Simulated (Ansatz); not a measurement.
# Cu (Fm-3m) in Ansatz: notebook

Runs on Cu. Level: PBE. Tasks: band structure, single point, equation of state.

All numbers are computed with Ansatz 0.2.0; they aren't measurements. Logs are shortened: lines on timing, memory, paths and dates and some standing lists are left out, and cuts for length are marked.

### 1 The structure

It takes space group Fm-3m (No. 225, cubic). Conventional cell: a = 3.615 Å, b = 3.615 Å, c = 3.615 Å, α = 90.00°, β = 90.00°, γ = 90.00°. Around Cu (site symmetry m-3m) lie 12 Cu at 2.56 Å.

### 2 Band structure, PBE

input.yaml

```yaml
crystal:
  lattice:
    - [0.0, 1.8075, 1.8075]
    - [1.8075, 0.0, 1.8075]
    - [1.8075, 1.8075, 0.0]
  atoms:
    - { symbol: Cu, position: [0.0, 0.0, 0.0] }
hamiltonian:
  xc: pbe
  pseudopotentials: { kind: paw, accuracy: stringent }
kpoints:
  mp_grid: { grid: [13, 13, 13] }
  band_path:
    path:
      - [[0.0, 0.0, 0.0], [0.5, 0.0, 0.5], [0.5, 0.25, 0.75], [0.375, 0.375, 0.75], [0.0, 0.0, 0.0], [0.5, 0.5, 0.5], [0.625, 0.25, 0.625], [0.5, 0.25, 0.75], [0.5, 0.5, 0.5], [0.375, 0.375, 0.75]]
      - [[0.625, 0.25, 0.625], [0.5, 0.0, 0.5]]
    npoints: 14
scf:
  occupations: { method: fermi_dirac, width: 0.05 }
  n_extra_bands: 6
output:
  forces: true
  stress: true
  eigenvalues: true
  fatbands: false
```

Potentials or basis: SSSP precision PAW.

Run with:

```console
$ ansatz run input.yaml --threads 2 --pin off --max-ram 5120MiB --backend cpu --events-out ev --progress --plain --runs-dir out
```

Standard output:

```text
Warning: The stringent table, which hamiltonian.pseudopotentials names, holds the potential of the library's standard table for Cu (one content_sha256, or a second file that the publisher made of the same generator input, which states another). The run takes no other species from the library, so that hamiltonian.pseudopotentials.accuracy: standard would change no potential of it. The deck needs no change, but a comparison with a run at hamiltonian.pseudopotentials.accuracy: standard does not test the potential of Cu. With hamiltonian.pseudopotentials.accuracy and source left out a run reads another potential of Cu, from this project's own files. To test it, run on another potential, such as that of hamiltonian.pseudopotentials: {kind: paw}
Warning: RAYON_NUM_THREADS=2 ignored (pool sized by the plan → 2); use --threads N
scf.n_extra_bands = 6 over 6 filled bands (N_el = 11.0): the run solves 12 bands
Engine: ansatz 0.2.0, x86_64-unknown-linux-gnu
Pseudopotentials: kind: paw
Pseudopotential: Cu, paw, valence charge 11, recommended cutoff 1224.512381 eV (normal), Cu.paw.azcp
Functional definition: PBE
  parameter kappa = 0.804
  parameter beta = 0.06672455060314922
  exchange = pbe_x(kappa = kappa, mu = beta*pi^2/3)
  correlation = pbe_c(beta = beta)
Crystal: 1 atoms, lattice volume = 11.810 Å³
Basis set: ecut = 1224.512381 eV, 1139 PW (Γ), exchange–correlation on 96×96×96 points (8 copies of the dense FFT grid, shifted against one another)
Bands: 12, of which v1, the nominal top of the filled ones, is band 6 counted from 1 (5 counted from 0)
Symmetry: 48 space group operations
Space group: Fm-3m (ITA 225), of the structure as read, at distance tolerance 2.3e-5 Å
k-points: 84 of 2197
Non-local potential: Cu, projectors of the file, l = 0: 2, l = 1: 2, l = 2: 2
PAW form: compensated (Kresse and Joubert's): semilocal exchange-correlation on the pseudo side sees the compensation charge
PAW one-centre angular grid: Cu, 590 points (default); XC on 64 Gauss nodes
Initial density: superposition of atomic densities (chi_scale 0.1, normalization cell)
Initial wavefunctions: pseudopotential atomic-orbital guess
Functional: x = pbe(κ = 0.804, μ = 0.2195149727645171), c = pbe(β = 0.06672455060314922)
SCF iter   1: F=—  HF=-2899.464854 eV  |F-HF|=—  |Δ(HF+E_count)|=         —  Δρ=1.06e-1  dr2=8.46e-1  ethr=3.10e-3  ⟨swp⟩=5.4  Hψ=5906  notcnv=0  defer=9
preconditioner: auto → none  [metal: Δε(μ)=0.120 eV  Ē_g=21.316 eV  σ=0.050 eV  W_gap=0.49  n_scr=0 (ndim 8)  ℏωp=35.8 eV  f_vac=0.000  D(μ)=0.41/eV (n_scr^D=0)]
SCF iter   2: F=—  HF=-2899.302419 eV  |F-HF|=—  |Δ(HF+E_count)|=   1.62e-1  Δρ=1.34e-2  dr2=1.39e-2  ethr=3.10e-3  ⟨swp⟩=2.1  Hψ=2083  notcnv=0  defer=141
SCF iter   3: F=—  HF=-2899.300683 eV  |F-HF|=—  |Δ(HF+E_count)|=   1.74e-3  Δρ=5.74e-3  dr2=2.11e-3  ethr=1.26e-4  ⟨swp⟩=1.6  Hψ=1175  notcnv=0  defer=146
SCF iter   4: F=—  HF=-2899.300458 eV  |F-HF|=—  |Δ(HF+E_count)|=   2.24e-4  Δρ=1.30e-4  dr2=4.16e-7  ethr=1.92e-5  ⟨swp⟩=1.0  Hψ=862  notcnv=0  defer=146
SCF iter   5: F=—  HF=-2899.300460 eV  |F-HF|=—  |Δ(HF+E_count)|=   2.18e-6  Δρ=2.90e-5  dr2=2.36e-8  ethr=3.78e-9  ⟨swp⟩=2.0  Hψ=1342  notcnv=0  defer=146
SCF iter   6: F=-2899.300460 eV  HF=-2899.300460 eV  |F-HF|=3.76e-10  |Δ(HF+E_count)|=   3.71e-8  Δρ=2.64e-6  dr2=5.04e-10  ethr=2.14e-10  ⟨swp⟩=6.0  Hψ=4629  notcnv=0
SCF 1 converged in 6 iterations: F = -2899.300460 eV  dr2 = 5.04e-10
NSCF: frozen V_eff on 142 k-points
SCF converged after 6 iterations
Free energy (F): -2899.300460 eV
Harris-Foulkes:  -2899.300460 eV  (|F-HF|=3.76e-10)
Internal energy: -2899.297744 eV  (E = F + TS)
E sigma→0 (E₀):  -2899.299102 eV
Entropy (-TS):   -0.002717 eV (-2.717 meV/atom)
Fermi energy:    12.842008 eV
--- Per-component energies (eV) ---
  E_band       = 106.033551
  E_kinetic    = 271.332415
  E_local      = -935.927343  (includes V_loc(G=0)·N_el)
  E_nonlocal   = 283.124828
  E_hartree    = 416.652517
  E_xc         = -607.187051
  E_vxc        = -352.490035  (∫ρ·V_xc dr)
  E_paw        = -1222.387580  (= ΣΔE_a)
  E_vpaw       = 6.687807  (= ΣTr[D̂ρ^β])
  E_aug_tail   = 0.000002  (compensation charges beyond the density's cutoff)
  E_ewald      = -1104.905533
  E_smearing   = -0.002717  (= −TS)
  E_closure    = 0.000000  (closes the sum)
  Σ components = -2899.300460   (vs F -2899.300460, Δ=0.00e0)
--- Forces (eV/Å), atoms counted from 1 ---
  atom   1  Cu    -0.00000000    -0.00000000     0.00000000
  max |Σ_I F_I| component: 3.29e-30 eV/Å
--- Stress (GPa, compression-positive) ---
        1.745805       0.000000       0.000000
        0.000000       1.745805       0.000000
       -0.000000      -0.000000       1.745805
  P = ⅓ Tr σ = 1.7458 GPa (17.458 kbar)
--- Band table (eV; the first three rows and the last of 84) ---
  k-point 0: bands = ["3.2624", "9.6553", "9.6553", "9.6553", "10.4859", "10.4859", "35.5724", "37.9673", "37.9673", "37.9673", "40.3529", "40.3529"]
  k-point 1: bands = ["3.4774", "9.6098", "9.6955", "9.6955", "10.4706", "10.4706", "33.9361", "36.3715", "37.3070", "37.3070", "41.3334", "41.3334"]
  k-point 2: bands = ["4.1080", "9.4983", "9.7825", "9.7825", "10.4564", "10.4564", "29.9879", "35.9786", "36.3524", "36.3524", "42.3818", "42.9075"]
  k-point 83: bands = ["8.5339", "9.0082", "9.2491", "10.4584", "11.1730", "17.5311", "19.4931", "21.4651", "21.9498", "39.9727", "40.7917", "42.9612"]
```

Run time: 2.4 s. Hardware: 2 threads of Intel Xeon Platinum 8259CL at 2.50GHz (Skylake/Cascade Lake), shared host; peak memory 0.47 GiB.

What came out:

* Free energy: -2899.3005 eV
* Pressure: 1.7 GPa
* Band gap on the k mesh: none (metal or under the smearing width)

Levels at the corners of the path, in eV from the Fermi level:
| point | band 2 | band 3 | band 4 | band 5 | band 6 | band 7 | band 8 | band 9 |
| --- | --- | --- | --- | --- | --- | --- | --- | --- |
| Γ | -3.19 | -3.19 | -3.19 | -2.36 | -2.36 | 22.73 | 25.13 | 25.13 |
| X | -4.60 | -1.80 | -1.64 | -1.64 | 1.28 | 6.92 | 12.90 | 12.90 |
| W | -3.70 | -3.70 | -2.40 | -1.64 | 6.01 | 6.01 | 8.12 | 8.60 |
| K | -4.24 | -2.93 | -2.22 | -1.84 | 4.13 | 5.54 | 7.64 | 14.97 |
| Γ | -3.19 | -3.19 | -3.19 | -2.36 | -2.36 | 22.73 | 25.13 | 25.13 |
| L | -3.22 | -3.22 | -1.78 | -1.78 | -1.22 | 3.57 | 21.14 | 21.89 |
| U | -4.24 | -2.93 | -2.22 | -1.84 | 4.13 | 5.54 | 7.64 | 14.97 |
| W | -3.70 | -3.70 | -2.40 | -1.64 | 6.01 | 6.01 | 8.12 | 8.60 |
| L | -3.22 | -3.22 | -1.78 | -1.78 | -1.22 | 3.57 | 21.14 | 21.89 |
| K | -4.24 | -2.93 | -2.22 | -1.84 | 4.13 | 5.54 | 7.64 | 14.97 |
| U | -4.24 | -2.93 | -2.22 | -1.84 | 4.13 | 5.54 | 7.64 | 14.97 |
| X | -4.60 | -1.80 | -1.64 | -1.64 | 1.28 | 6.92 | 12.90 | 12.90 |

### 3 Single point, PBE, 11.10 Å³/atom (volume scaled by 0.94)

input.yaml

```yaml
crystal:
  lattice:
    - [0.0, 1.7706018915, 1.7706018915]
    - [1.7706018915, 0.0, 1.7706018915]
    - [1.7706018915, 1.7706018915, 0.0]
  atoms:
    - { symbol: Cu, position: [0.0, 0.0, 0.0] }
hamiltonian:
  xc: pbe
  pseudopotentials: { kind: nc, accuracy: stringent }
kpoints:
  mp_grid: { grid: [13, 13, 13] }
scf:
  occupations: { method: fermi_dirac, width: 0.05 }
output:
  forces: true
  stress: true
  eigenvalues: true
  write_density: true
  write_potential: true
  elf: true
  volumetric_format: npy
```

Potentials or basis: PseudoDojo stringent (PBE files).

Run with:

```console
$ ansatz run input.yaml --threads 2 --pin off --max-ram 5120MiB --backend cpu --events-out ev --progress --plain --runs-dir out
```

Standard output:

```text
Warning: RAYON_NUM_THREADS=2 ignored (pool sized by the plan → 2); use --threads N
[... 1 set-up line as earlier in the session ...]
Pseudopotentials: kind: nc
Pseudopotential: Cu, nc, valence charge 19, recommended cutoff 1414.992085 eV (normal), Cu.nc.azcp (PseudoDojo's, or run here from an input of PseudoDojo's; its table is named by hamiltonian.pseudopotentials.accuracy)
[... 5 set-up lines as earlier in the session ...]
Crystal: 1 atoms, lattice volume = 11.102 Å³
Basis set: ecut = 1414.992085 eV, 1363 PW (Γ), exchange–correlation on 64×64×64 points (8 copies of the dense FFT grid, shifted against one another)
Bands: 14, of which v1, the nominal top of the filled ones, is band 10 counted from 1 (9 counted from 0)
[... 1 set-up line as earlier in the session ...]
Space group: Fm-3m (ITA 225), of the structure as read, at distance tolerance 2.2e-5 Å
k-points: 84 of 2197
[... 4 set-up lines as earlier in the session ...]
SCF iter   1: F=—  HF=-5260.698613 eV  |F-HF|=—  |Δ(HF+E_count)|=         —  Δρ=2.29e-1  dr2=3.76e0  ethr=3.10e-3  ⟨swp⟩=5.2  Hψ=6516  notcnv=0
preconditioner: auto → none  [insulator: Δε(μ)=0.139 eV  Ē_g=16.666 eV  σ=0.050 eV  W_gap=0.52  n_scr=0 (ndim 8)  ℏωp=37.0 eV  f_vac=0.000  D(μ)=0.31/eV (n_scr^D=0)  ε∞_Penn≈5.9]
SCF iter   2: F=—  HF=-5260.455919 eV  |F-HF|=—  |Δ(HF+E_count)|=   2.43e-1  Δρ=2.14e-1  dr2=2.33e0  ethr=3.10e-3  ⟨swp⟩=3.0  Hψ=3350  notcnv=0  defer=19
SCF iter   3: F=—  HF=-5259.850384 eV  |F-HF|=—  |Δ(HF+E_count)|=   6.06e-1  Δρ=2.71e-2  dr2=1.80e-2  ethr=3.10e-3  ⟨swp⟩=3.8  Hψ=3044  notcnv=0  defer=23
SCF iter   4: F=—  HF=-5259.845471 eV  |F-HF|=—  |Δ(HF+E_count)|=   4.91e-3  Δρ=5.78e-3  dr2=2.89e-3  ethr=9.45e-5  ⟨swp⟩=2.0  Hψ=2662  notcnv=0  defer=23
SCF iter   5: F=—  HF=-5259.844886 eV  |F-HF|=—  |Δ(HF+E_count)|=   5.84e-4  Δρ=8.57e-4  dr2=3.84e-5  ethr=1.52e-5  ⟨swp⟩=2.4  Hψ=1558  notcnv=0  defer=23
SCF iter   6: F=—  HF=-5259.844853 eV  |F-HF|=—  |Δ(HF+E_count)|=   3.31e-5  Δρ=8.94e-5  dr2=4.75e-7  ethr=2.02e-7  ⟨swp⟩=2.0  Hψ=1496  notcnv=0  defer=23
SCF iter   7: F=-5259.844853 eV  HF=-5259.844853 eV  |F-HF|=1.36e-10  |Δ(HF+E_count)|=   1.17e-7  Δρ=3.76e-6  dr2=2.62e-10  ethr=5.26e-10  ⟨swp⟩=10.1  Hψ=7768  notcnv=0
SCF 1 converged in 7 iterations: F = -5259.844853 eV  dr2 = 2.62e-10
SCF converged after 7 iterations
Free energy (F): -5259.844853 eV
Harris-Foulkes:  -5259.844853 eV  (|F-HF|=1.36e-10)
Internal energy: -5259.842114 eV  (E = F + TS)
E sigma→0 (E₀):  -5259.843484 eV
Entropy (-TS):   -0.002739 eV (-2.739 meV/atom)
Fermi energy:    18.628227 eV
--- Per-component energies (eV) ---
  E_band       = -331.265216
  E_kinetic    = 2511.377772
  E_local      = -4335.452080  (includes V_loc(G=0)·N_el)
  E_nonlocal   = -986.764822
  E_hartree    = 1573.165868
  E_xc         = -657.019359
  E_vxc        = -666.757396  (∫ρ·V_xc dr)
  E_ewald      = -3365.149492
  E_smearing   = -0.002739  (= −TS)
  E_closure    = -0.000000  (closes the sum)
  Σ components = -5259.844853   (vs F -5259.844853, Δ=0.00e0)
--- Forces (eV/Å), atoms counted from 1 ---
  atom   1  Cu    -0.00000000    -0.00000000    -0.00000000
  max |Σ_I F_I| component: 5.92e-31 eV/Å
--- Stress (GPa, compression-positive) ---
       12.352556       0.000000      -0.000000
       -0.000000      12.352556       0.000000
       -0.000000       0.000000      12.352556
  P = ⅓ Tr σ = 12.3526 GPa (123.526 kbar)
--- Band table (eV; the first three rows and the last of 84) ---
  k-point 0: bands = ["-94.3206", "-51.6467", "-51.6467", "-51.6467", "8.5109", "15.2484", "15.2484", "15.2484", "16.1790", "16.1790", "41.5654", "44.6341", "44.6341", "44.6341"]
  k-point 1: bands = ["-94.3195", "-51.6546", "-51.6479", "-51.6479", "8.7361", "15.1970", "15.2928", "15.2928", "16.1616", "16.1616", "40.2394", "42.7134", "43.9922", "43.9922"]
  k-point 2: bands = ["-94.3165", "-51.6764", "-51.6511", "-51.6511", "9.3955", "15.0705", "15.3891", "15.3891", "16.1443", "16.1443", "36.3707", "42.1655", "43.0508", "43.0508"]
  k-point 83: bands = ["-94.2957", "-51.7435", "-51.7323", "-51.6978", "13.9944", "14.5207", "14.7850", "16.1417", "16.9318", "23.4924", "25.5146", "27.5799", "28.2293", "46.5037"]
```

v_z.tsv:

```text
# z_ang	v_es[eV]	v_tot[eV]
# format = ansatz-planar-average/11
# xc	pbe
# density_cutoff_ev	5659.96834
# datasets	Cu=:simpson_from_first_knot
# lattice	0.000000000	1.770601891	1.770601891
# lattice	1.770601891	0.000000000	1.770601891
# lattice	1.770601891	1.770601891	0.000000000
# sites	1
# site	29	0.000000000	0.000000000	0.000000000
0.000000	-8.490975e0	-2.717744e1
0.078250	-8.009418e0	-2.653179e1
0.156501	-6.596421e0	-2.466102e1
0.234751	-4.338434e0	-2.175559e1
0.313001	-1.430466e0	-1.809981e1
0.391251	1.778336e0	-1.403937e1
[... 24 lines left out ...]
2.347509	-6.596421e0	-2.466102e1
2.425759	-8.009418e0	-2.653179e1
```

It took 2.2 s on 2 threads of Intel Xeon Platinum 8259CL at 2.50GHz (Skylake/Cascade Lake), shared host; peak memory 0.38 GiB.

What came out:

* Free energy: -5259.8449 eV
* Pressure: 12.4 GPa
* Band gap on the k mesh: none (metal or under the smearing width)

### 4 Single point, PBE, 11.34 Å³/atom (volume scaled by 0.96)

Edit input.yaml of step 3 so:

```diff
@@ -2,5 +2,5 @@
   lattice:
-    - [0.0, 1.7706018915, 1.7706018915]
-    - [1.7706018915, 0.0, 1.7706018915]
-    - [1.7706018915, 1.7706018915, 0.0]
+    - [0.0, 1.7830713297, 1.7830713297]
+    - [1.7830713297, 0.0, 1.7830713297]
+    - [1.7830713297, 1.7830713297, 0.0]
   atoms:
```

Run with:

```console
$ ansatz run input.yaml --threads 2 --pin off --max-ram 5120MiB --backend cpu --events-out ev --progress --plain --runs-dir out
```

Wall time 2.2 s (2 threads of Intel Xeon Platinum 8259CL at 2.50GHz (Skylake/Cascade Lake), shared host); peak memory 0.39 GiB.

Results (log left out):

- Free energy: -5259.8600 eV
- Pressure: 8.3 GPa
- Band gap on the k mesh: none (metal or under the smearing width)

### 5 Single point, PBE, 11.57 Å³/atom (volume scaled by 0.98)

input.yaml

```yaml
crystal:
  lattice:
    - [0.0, 1.795368762, 1.795368762]
    - [1.795368762, 0.0, 1.795368762]
    - [1.795368762, 1.795368762, 0.0]
  atoms:
    - { symbol: Cu, position: [0.0, 0.0, 0.0] }
hamiltonian:
  xc: pbe
  pseudopotentials: { kind: nc, accuracy: stringent }
kpoints:
  mp_grid: { grid: [13, 13, 13] }
scf:
  occupations: { method: fermi_dirac, width: 0.05 }
output:
  forces: true
  stress: true
  eigenvalues: true
```

Run with:

```console
$ ansatz run input.yaml --threads 2 --pin off --max-ram 5120MiB --backend cpu --events-out ev --progress --plain --runs-dir out
```

Run time: 1.7 s. Hardware: 2 threads of Intel Xeon Platinum 8259CL at 2.50GHz (Skylake/Cascade Lake), shared host; peak memory 0.39 GiB.

It converged, with:

| Item | Value |
| --- | --- |
| Free energy | -5259.8695 eV |
| Pressure | 4.7 GPa |
| Band gap on the k mesh | none (metal or under the smearing width) |

### 6 Single point, PBE, 11.81 Å³/atom

Edit input.yaml of step 5 so:

```diff
@@ -2,5 +2,5 @@
   lattice:
-    - [0.0, 1.795368762, 1.795368762]
-    - [1.795368762, 0.0, 1.795368762]
-    - [1.795368762, 1.795368762, 0.0]
+    - [0.0, 1.8075, 1.8075]
+    - [1.8075, 0.0, 1.8075]
+    - [1.8075, 1.8075, 0.0]
   atoms:
```

Potentials or basis: PseudoDojo stringent (PBE files).

Run with:

```console
$ ansatz run input.yaml --threads 2 --pin off --max-ram 5120MiB --backend cpu --events-out ev --progress --plain --runs-dir out
```

Wall time 1.7 s (2 threads of Intel Xeon Platinum 8259CL at 2.50GHz (Skylake/Cascade Lake), shared host); peak memory 0.39 GiB.

The run converged. Its results:

- Free energy: -5259.8739 eV
- Pressure: 1.5 GPa
- Band gap on the k mesh: none (metal or under the smearing width)

### 7 Single point, PBE, 12.05 Å³/atom (volume scaled by 1.02)

Edit input.yaml of step 6 so:

```diff
@@ -2,5 +2,5 @@
   lattice:
-    - [0.0, 1.8075, 1.8075]
-    - [1.8075, 0.0, 1.8075]
-    - [1.8075, 1.8075, 0.0]
+    - [0.0, 1.8194705475, 1.8194705475]
+    - [1.8194705475, 0.0, 1.8194705475]
+    - [1.8194705475, 1.8194705475, 0.0]
   atoms:
```

Run with:

```console
$ ansatz run input.yaml --threads 2 --pin off --max-ram 5120MiB --backend cpu --events-out ev --progress --plain --runs-dir out
```

It took 1.8 s on 2 threads of Intel Xeon Platinum 8259CL at 2.50GHz (Skylake/Cascade Lake), shared host; peak memory 0.38 GiB.

Results (log left out):

| Quantity | Value |
| --- | --- |
| Free energy | -5259.8739 eV |
| Pressure | -1.4 GPa |
| Band gap on the k mesh | none (metal or under the smearing width) |

### 8 Single point, PBE, 12.28 Å³/atom (volume scaled by 1.04)

Edit input.yaml of step 7 so:

```diff
@@ -2,5 +2,5 @@
   lattice:
-    - [0.0, 1.8194705475, 1.8194705475]
-    - [1.8194705475, 0.0, 1.8194705475]
-    - [1.8194705475, 1.8194705475, 0.0]
+    - [0.0, 1.8312856224, 1.8312856224]
+    - [1.8312856224, 0.0, 1.8312856224]
+    - [1.8312856224, 1.8312856224, 0.0]
   atoms:
```

Run with:

```console
$ ansatz run input.yaml --threads 2 --pin off --max-ram 5120MiB --backend cpu --events-out ev --progress --plain --runs-dir out
```

Run time: 1.8 s. Hardware: 2 threads of Intel Xeon Platinum 8259CL at 2.50GHz (Skylake/Cascade Lake), shared host; peak memory 0.38 GiB.

Results (log left out):

```yaml
Free_energy: -5259.8700 eV
Pressure: -3.9 GPa
Band_gap_on_the_k_mesh: none (metal or under the smearing width)
```

### 9 Single point, PBE, 12.52 Å³/atom (volume scaled by 1.06)

Edit input.yaml of step 8 so:

```diff
@@ -2,5 +2,5 @@
   lattice:
-    - [0.0, 1.8312856224, 1.8312856224]
-    - [1.8312856224, 0.0, 1.8312856224]
-    - [1.8312856224, 1.8312856224, 0.0]
+    - [0.0, 1.8429501765, 1.8429501765]
+    - [1.8429501765, 0.0, 1.8429501765]
+    - [1.8429501765, 1.8429501765, 0.0]
   atoms:
@@ -18 +18,5 @@
   eigenvalues: true
+  write_density: true
+  write_potential: true
+  elf: true
+  volumetric_format: npy
```

Potentials or basis: PseudoDojo stringent (PBE files).

Run with:

```console
$ ansatz run input.yaml --threads 2 --pin off --max-ram 5120MiB --backend cpu --events-out ev --progress --plain --runs-dir out
```

Run time: 2.3 s. Hardware: 2 threads of Intel Xeon Platinum 8259CL at 2.50GHz (Skylake/Cascade Lake), shared host; peak memory 0.36 GiB.

Results (log left out):

```
Free energy            : -5259.8625 eV
Pressure               : -6.1 GPa
Band gap on the k mesh : none (metal or under the smearing width)
```

### 10 Equation of state, PBE

Potentials or basis: PseudoDojo stringent.

This step only gathers the single runs of the series.

Results:

```yaml
Equilibrium_volume: 11.93 Å³/atom
Bulk_modulus: 144 GPa
Pressure_derivative_of_the_bulk_modulus: 5.1
```

Energy against volume, from the lowest point:
| volume (Å³/atom) | energy (meV/atom) |
| --- | --- |
| 11.102 | 29.09 |
| 11.338 | 13.94 |
| 11.574 | 4.46 |
| 11.810 | 0.00 |
| 12.047 | 0.00 |
| 12.283 | 3.95 |
| 12.519 | 11.40 |

PBE usually gives volumes a little too large and moduli too small. Zero-point motion and thermal expansion aren't in these numbers.
